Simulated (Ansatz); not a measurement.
The system is MgO.

```
Mg O
1.0
     0.00000    2.30616    2.30616
     2.30616    0.00000    2.30616
     2.30616    2.30616    0.00000
Mg O
1 1
Direct
  0.50000 0.50000 0.50000
  0.75000 0.75000 0.75000
```

The cell was built by a generator and needn't be a form met in nature.

- Program: Ansatz 0.2.0
- Task: relaxation of cell and atoms
- Functional: RPBE
- Dispersion: D3(BJ)
- Potentials or basis: Ansatz PAW
- Cutoff: 420 eV (not typed: the program's choice for these potentials)
- k mesh: 10 × 10 × 10
- Occupations: fermi-dirac, width 0.05 eV
- Spin: no spin polarisation

At the start: volume 12.27 Å³/atom.

Problem. Where does the relaxation end?

Solution. It ends after 7 steps and the volume is 11.01 Å³/atom (-10.2 %); space group F-43m (No. 216, to 0.05 Å).

Step by step:
```csv
step,energy change (eV),largest force (eV/Å),volume (Å³)
1,0.0000,0.0000,24.53
2,-0.0737,0.0000,23.39
3,-0.1083,0.0000,21.86
4,-0.1087,0.0000,22.08
5,-0.1052,0.0000,22.08
6,-0.1054,0.0000,22.03
7,-0.1053,0.0000,22.03
```

Final structure:
```yaml
crystal:
  lattice:
    - [0.00000, 2.22488, 2.22488]
    - [2.22488, 0.00000, 2.22488]
    - [2.22488, 2.22488, 0.00000]
  atoms:
    - { symbol: Mg, position: [0.50000, 0.50000, 0.50000] }
    - { symbol: O, position: [0.75000, 0.75000, 0.75000] }
```

Caveat: the plane-wave basis is chosen anew once the cell has moved, so the energies of steps on either side of that aren't comparable; the pressure holds a Pulay correction of +0.4 GPa for the finite cutoff; the PAW data sets come from PBE, with cores solved anew for the run's functional, which leaves a small shift of forces and pressure.
